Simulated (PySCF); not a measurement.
Oxalic acid, C2H2O4.
Bonds: O1–C2 (double), C2–O3, C2–C4, C4–O5 (double), C4–O6. Hydrogens: H7 on O3; H8 on O6.

The same species was optimised twice, with GFN2-xTB and with PBE0-D3(BJ)/def2-SVP (PySCF), and the same property calculations (PySCF, gas phase) were run on both structures.

```tsv
coordinate	GFN2-xTB	PBE0-D3(BJ)/def2-SVP	change
C2–C4 (Å)	1.543	1.534	-0.009
C4–O6 (Å)	1.323	1.326	+0.003
C2–O3 (Å)	1.323	1.326	+0.003
O1=C2 (Å)	1.198	1.197	-0.001
C4=O5 (Å)	1.198	1.197	-0.001
O1–C2–O3 (°)	125.0	125.4	+0.4
O5–C4–O6 (°)	125.0	125.4	+0.4
O3–C2–C4 (°)	110.8	110.4	-0.4
C2–C4–O6 (°)	110.8	110.5	-0.3
C2–C4–O5 (°)	124.2	124.2	0.0
O1–C2–C4 (°)	124.2	124.2	0.0
O1–C2–C4–O5 (°)	180	178	-2
```

Rotational constants: A = 6154, B = 3568, C = 2259 MHz (GFN2-xTB) against A = 6143, B = 3612, C = 2275 MHz (PBE0-D3(BJ)/def2-SVP).

On the GFN2-xTB structure: lowest singlet, TDDFT (eV) 4.09 [B3LYP/def2-SVPD]; lowest triplet, Tamm–Dancoff (eV) 3.60 [B3LYP/def2-SVPD]; isotropic polarisability (au) 39.9 [B3LYP/def2-SVPD]; HOMO (eV) -8.12 [B3LYP/def2-SVPD]; LUMO (eV) -2.44 [B3LYP/def2-SVPD]; dipole (D) 0.00 [B3LYP/def2-SVPD]; HOMO (eV) -8.21 [PBE0/pcSseg-1]; LUMO (eV) -1.92 [PBE0/pcSseg-1]; dipole (D) 0.00 [PBE0/pcSseg-1]; GIAO shielding of O1/O5 (mean) (ppm) -107.5 [PBE0/pcSseg-1]; GIAO shielding of C2/C4 (mean) (ppm) 26.0 [PBE0/pcSseg-1]; GIAO shielding of O3/O6 (mean) (ppm) 127.8 [PBE0/pcSseg-1].

Question: What do these properties become on the PBE0-D3(BJ)/def2-SVP structure?

Answer: 
| property | level | on GFN2-xTB | on PBE0-D3(BJ)/def2-SVP | change |
| --- | --- | --- | --- | --- |
| lowest singlet, TDDFT (eV) | B3LYP/def2-SVPD | 4.09 | 4.10 | +0.01 |
| lowest triplet, Tamm–Dancoff (eV) | B3LYP/def2-SVPD | 3.60 | 3.61 | +0.01 |
| isotropic polarisability (au) | B3LYP/def2-SVPD | 39.9 | 39.7 | -0.2 |
| HOMO (eV) | B3LYP/def2-SVPD | -8.12 | -8.18 | -0.06 |
| LUMO (eV) | B3LYP/def2-SVPD | -2.44 | -2.50 | -0.06 |
| dipole (D) | B3LYP/def2-SVPD | 0.00 | 0.07 | +0.07 |
| energy, GFN2-xTB geometry as zero (kcal/mol) | B3LYP/def2-SVPD | 0.0 | -0.2 | -0.2 |
| HOMO (eV) | PBE0/pcSseg-1 | -8.21 | -8.28 | -0.07 |
| LUMO (eV) | PBE0/pcSseg-1 | -1.92 | -1.98 | -0.06 |
| dipole (D) | PBE0/pcSseg-1 | 0.00 | 0.07 | +0.07 |
| energy, GFN2-xTB geometry as zero (kcal/mol) | PBE0/pcSseg-1 | 0.0 | -0.8 | -0.8 |
| GIAO shielding of O1/O5 (mean) (ppm) | PBE0/pcSseg-1 | -107.5 | -105.3 | +2.2 |
| GIAO shielding of C2/C4 (mean) (ppm) | PBE0/pcSseg-1 | 26.0 | 25.1 | -0.9 |
| GIAO shielding of O3/O6 (mean) (ppm) | PBE0/pcSseg-1 | 127.8 | 123.4 | -4.4 |

The heavy atoms differ by 0.019 Å rms after alignment. Among bonds between heavy atoms C2–C4 changes most (-0.009 Å). Changes are differences of the printed values. Neither structure is proved a minimum here.

The values belong to the conformer `[O:1]=[C:2]([OH:3])[C:4](=[O:5])[OH:6]`: O1–C2–C4–O5 178°, H–O3–C2–O1 0°, H–O6–C4–C2 180°.
